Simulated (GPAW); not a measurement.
Fe: relaxation of cell and atoms with revPBE+D3(BJ)

Crystal: Fe.

```
Fe
1.0
    -1.44300    1.44300    1.44300
     1.44300   -1.44300    1.44300
     1.44300    1.44300   -1.44300
Fe
1
Direct
  0.00000 0.00000 0.00000
```

```
Program             : GPAW 26.7.0
Task                : relaxation of cell and atoms
Functional          : revPBE
Dispersion          : D3(BJ)
Potentials or basis : the program's PAW data sets (release 1.2.1) made for this functional
Cutoff              : 600 eV
Basis               : pw
k mesh              : 13 × 13 × 13
Occupations         : fermi-dirac, width 0.05 eV
Spin                : collinear spin, ferromagnetic start
Starting moments    : [3.0] μB
Maxiter             : 150
Optimizer           : BFGS
Fmax                : 0.05 eV/Å
Max steps           : 40
Convergence         : density=1e-05 forces=0.0001
```

* Relaxed volume: 11.13 Å³/atom
* Relaxed cell: a = 2.437 Å, b = 2.437 Å, c = 2.437 Å, α = 109.47°, β = 109.47°, γ = 109.47°
* Space group after relaxing (to 0.05 Å): Im-3m (No. 229)
* Energy gained by relaxing: 38.5 meV/atom
* Ionic steps: 4
* Pressure after relaxing: -0.2 GPa
* Band gap on the k mesh: none (metal or under the smearing width)
* Net moment: 2.11 μB per cell
* Site moments: Fe +2.15 μB
* Dispersion energy per atom: -0.697 eV

The path:
```tsv
step	energy change (eV)	largest force (eV/Å)	pressure (GPa)	volume (Å³)
1	0.0000	0.0000	-12.13	12.02
2	-0.0282	0.0000	-7.28	11.56
3	-0.0367	0.0000	3.25	10.96
4	-0.0385	0.0000	-0.25	11.13
```

Final structure:
```
Fe
1.0
    -1.40672    1.40672    1.40672
     1.40672   -1.40672    1.40672
     1.40672    1.40672   -1.40672
Fe
1
Cartesian
  0.0000 0.0000 0.0000
```

Levels at points of the mesh, in eV from the Fermi level:
Spin up:
```csv
k point,band 2,band 3,band 4,band 5,band 6,band 7,band 8
"(0.00, 0.00, 0.00)",-2.34,-2.34,-2.34,-1.13,-1.13,25.02,25.02
```
Spin down:
```
           k point  band 1  band 2  band 3  band 4  band 5  band 6
(0.00, 0.00, 0.00)   -8.55   -0.50   -0.50   -0.50    1.66    1.66
```

Wall time 76 s on 1 thread of Arm Neoverse V1, on a shared host, peak memory 0.19 GiB.

Caveat: each step starts from the last one's moments, so a moment once lost doesn't come back; later steps reuse the first step's grids; pairwise dispersion overbinds metals, which lowers pressure and volume.
